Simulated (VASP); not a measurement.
**HfS2: work function with HSE06**

The system is HfS2, a sheet with vacuum.

```
CELL_PARAMETERS angstrom
3.56433 0.00000 0.00000
-1.78217 3.08680 0.00000
0.00000 0.00000 18.88000
ATOMIC_POSITIONS crystal
S 0.33333 0.66667 0.42298
S 0.66667 0.33333 0.57702
Hf 0.00000 0.00000 0.50000
```

The cell was built by a generator and needn't be a form met in nature.

```yaml
Program: VASP 6.6.1
Task: work function
Functional: HSE06
Potentials_or_basis: VASP PAW PBE potentials, release 64 (S, Hf_pv)
Cutoff: 520 eV
k_mesh: 6 × 6 × 1
Occupations: gaussian, width 0.03 eV
Spin: no spin polarisation
Grid_for_exact_exchange_PRECFOCK: Fast
Dipole_correction: yes
Screening_parameter: 0.2 1/A
Further_INCAR_settings: ALGO = Normal; EDIFF = 1e-06
```

```
Largest force                          : 0.064 eV/Å
Band gap on the k mesh                 : 1.90 eV, indirect (least direct gap 2.96 eV)
Ionisation potential of the upper face : 6.85 eV
```

Forces on the atoms (eV/Å):
```
S    0.000  0.000 -0.064
S    0.000  0.000  0.064
Hf   0.000  0.000  0.000
```

Levels at points of the mesh, in eV from the valence-band top:
```
           k point  band 7  band 8  band 9  band 10  band 11  band 12  band 13  band 14  band 15
(0.00, 0.00, 0.00)   -2.99   -2.99   -1.16     0.00     0.00     2.96     2.96     3.72     6.25
(0.50, 0.00, 0.00)   -3.60   -2.82   -2.76    -1.61    -1.22     1.90     5.43     5.59     7.20
```

It took 3.7 min on 4 MPI ranks on Intel(R) Xeon(R) Platinum 8488C (Sapphire Rapids), on a shared host, peak memory 0.43 GiB a rank.

Caveat: the PAW data sets were made with another functional, which shifts forces and pressure a little; spin-orbit coupling is left out, which moves the levels of the heavy elements.
